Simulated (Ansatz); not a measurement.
# CuO (Tenorite): equation of state with PBE

CuO (Tenorite):

```
Cu O
1.0
     2.34185   -1.71130    0.00000
     2.34185    1.71130    0.00000
    -0.85003    0.00000    5.05787
Cu O
2 2
Direct
  0.50000 0.00000 0.50000
  0.00000 0.50000 0.00000
  0.41840 0.58160 0.75000
  0.58160 0.41840 0.25000
```

```json
{"Program": "Ansatz 0.2.0", "Task": "equation of state", "Functional": "PBE", "Potentials or basis": "PseudoDojo stringent", "Cutoff": "1415 eV", "Density cutoff": "5660 eV", "k mesh": "10 × 10 × 5", "Occupations": "fermi-dirac, width 0.05 eV", "Spin": "no spin polarisation"}
```

| Quantity | Value |
| --- | --- |
| Equilibrium volume | 10.46 Å³/atom |
| Bulk modulus at fixed shape and positions | 162 GPa |
| Pressure derivative of the bulk modulus | 4.7 |

Energy against volume, from the lowest point:
| volume (Å³/atom) | energy (meV/atom) |
| --- | --- |
| 9.527 | 50.21 |
| 9.730 | 29.48 |
| 9.932 | 14.69 |
| 10.135 | 5.21 |
| 10.338 | 0.47 |
| 10.540 | 0.00 |
| 10.743 | 3.34 |

All runs of the series together: 2.5 min on 2 threads of Arm Neoverse V1 (shared host).

Caveat: the cell was scaled at fixed shape and fractional positions, which overstates the stiffness of a crystal with free parameters, most of all of layers and chains; the run has no spin polarisation, though such a crystal can be magnetic.
